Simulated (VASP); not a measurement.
A run of VASP 6.6.1:

File INCAR:

```
PREC = Accurate
ENCUT = 520
EDIFF = 1E-7
ISMEAR = 0
SIGMA = 0.05
LREAL = Auto
LASPH = T
NELM = 100
ALGO = Fast
ISIF = 2
LWAVE = F
LCHARG = F
GGA = PS
IBRION = 2
NSW = 80
EDIFFG = -0.03
```

Contents of KPOINTS:

```
Automatic mesh
0
Gamma
  2 2 2
```

POSCAR

```
Si
1.0
    0.0000000000      5.4300000000      5.4300000000
    5.4300000000      0.0000000000      5.4300000000
    5.4300000000      5.4300000000      0.0000000000
Si
17
Direct
    0.0000000000      0.0000000000      0.0000000000
    0.1250000000      0.1250000000      0.1250000000
    0.0000000000      0.0000000000      0.5000000000
    0.1250000000      0.1250000000      0.6250000000
    0.0000000000      0.5000000000      0.0000000000
    0.1250000000      0.6250000000      0.1250000000
    0.0000000000      0.5000000000      0.5000000000
    0.1250000000      0.6250000000      0.6250000000
    0.5000000000      0.0000000000      0.0000000000
    0.6250000000      0.1250000000      0.1250000000
    0.5000000000      0.0000000000      0.5000000000
    0.6250000000      0.1250000000      0.6250000000
    0.5000000000      0.5000000000      0.0000000000
    0.6250000000      0.6250000000      0.1250000000
    0.5000000000      0.5000000000      0.5000000000
    0.6250000000      0.6250000000      0.6250000000
    0.8191122600      0.7987800800      0.3224923400
```

Potentials or basis: VASP PAW PBE potentials, release 64 (Si).

Launch:

```bash
$ cat potpaw_PBE.64/Si/POTCAR > POTCAR
$ mpirun -np 1 vasp_std > vasp.out
```

Hardware: 1 thread of Intel(R) Xeon(R) 6975P-C (Granite Rapids), with other jobs on the host.

**Question.** How long does it take, and how much memory?

**Answer.** Run time: 39 min on 1 thread of Intel(R) Xeon(R) 6975P-C (Granite Rapids) (shared host), peak memory 0.53 GiB. Counts: scf iterations 177, k points 8, ion steps 20.
